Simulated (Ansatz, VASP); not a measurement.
## Two plane-wave programs on Be

Contents of INCAR:

```
SYSTEM = Be
PREC = Accurate ; ENCUT = 520
EDIFF = 1E-7 ; ISMEAR = -1
SIGMA = 0.05 ; LREAL = .False.
LASPH = .True. ; NELM = 60
ALGO = Fast ; ISIF = 2
LWAVE = .False. ; LCHARG = .False.
GGA = PE ; NBANDS = 7
```

Contents of KPOINTS:

```
regular mesh
0
Gamma
  12 12 13
  0 0 0
```

POSCAR

```
Be
1.0
    2.2327400000     -0.0446548000      0.0000000000
   -0.0446548000      2.2327400000      0.0000000000
    0.0000000000      0.0000000000      2.0656500000
Be
1
Direct
    0.5000000000      0.5000000000      0.0000000000
```

input.yaml

```yaml
crystal:
  lattice:
    - [2.23274, -0.0446548, 0.0]
    - [-0.0446548, 2.23274, 0.0]
    - [0.0, 0.0, 2.06565]
  atoms:
    - { symbol: Be, position: [0.5, 0.5, 0.0] }
hamiltonian:
  xc: pbe
  pseudopotentials: { kind: paw }
kpoints:
  mp_grid: { grid: [12, 12, 13] }
scf:
  occupations: { method: fermi_dirac, width: 0.05 }
output:
  forces: true
  stress: true
  eigenvalues: true
```

Change from the starting cell: strain = -0.04.

Alike in both runs: task single point; functional PBE; k mesh 12 × 12 × 13; occupations fermi-dirac, width 0.05 eV; no spin polarisation.

|  | VASP | Ansatz |
| --- | --- | --- |
| version | VASP 6.6.1 | Ansatz 0.2.0 |
| potentials or method | VASP PAW PBE potentials, release 64 (Be) | Ansatz PAW |
| plane-wave cutoff (eV) | 520 | 420 |
| valence electrons in the cell | 2 | 2 |

|  | VASP | Ansatz | Ansatz less VASP |
| --- | --- | --- | --- |
| gap on the k mesh at the Fermi level (eV) | none | none | - |
| pressure (GPa) | 0.2 | 0.1 | -0.07 |
| largest component of the traceless stress (GPa) | 4.10 | 4.08 | -0.014 |

A gap of «none» marks a metal or a gap that the smearing closes. With one functional, cell and mesh, what is left measures potentials, basis and numerics.
